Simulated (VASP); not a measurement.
The system is Pb.

```
CELL_PARAMETERS angstrom
0.00000 2.47502 2.47502
2.47502 0.00000 2.47502
2.47502 2.47502 0.00000
ATOMIC_POSITIONS crystal
Pb 0.00000 0.00000 0.00000
```

| Item | Value |
| --- | --- |
| Program | VASP 6.6.1 |
| Task | relaxation of cell and atoms |
| Functional | PBE |
| Potentials or basis | VASP PAW PBE potentials, release 54 (Pb_d) |
| Cutoff | 600 eV |
| k mesh | 9 × 9 × 9 |
| Occupations | fermi-dirac, width 0.05 eV |
| Spin | no spin polarisation |

At the start: pressure 2.3 GPa; volume 30.32 Å³/atom.

Question: How do energy, volume and symmetry change on relaxing?

Answer: Over 3 steps the energy falls by 10.3 meV/atom and the volume is 31.84 Å³/atom (+5.0 %); space group Fm-3m (No. 225, to 0.05 Å).

The path:
| step | energy change (eV) | largest force (eV/Å) | pressure (GPa) | volume (Å³) |
| --- | --- | --- | --- | --- |
| 1 | 0.0000 | 0.0000 | 2.31 | 30.32 |
| 2 | -0.0096 | 0.0000 | -0.50 | 32.28 |
| 3 | -0.0103 | 0.0000 | -0.02 | 31.84 |

Final structure:
```xyz
1
Lattice="0.0000 2.5157 2.5157 2.5157 0.0000 2.5157 2.5157 2.5157 0.0000" Properties=species:S:1:pos:R:3 pbc="T T T"
Pb    0.0000    0.0000    0.0000
```

The cell as given is a measured one (30.32 Å³/atom); PBE puts the equilibrium volume +5.0 % from it, thermal expansion not counted.
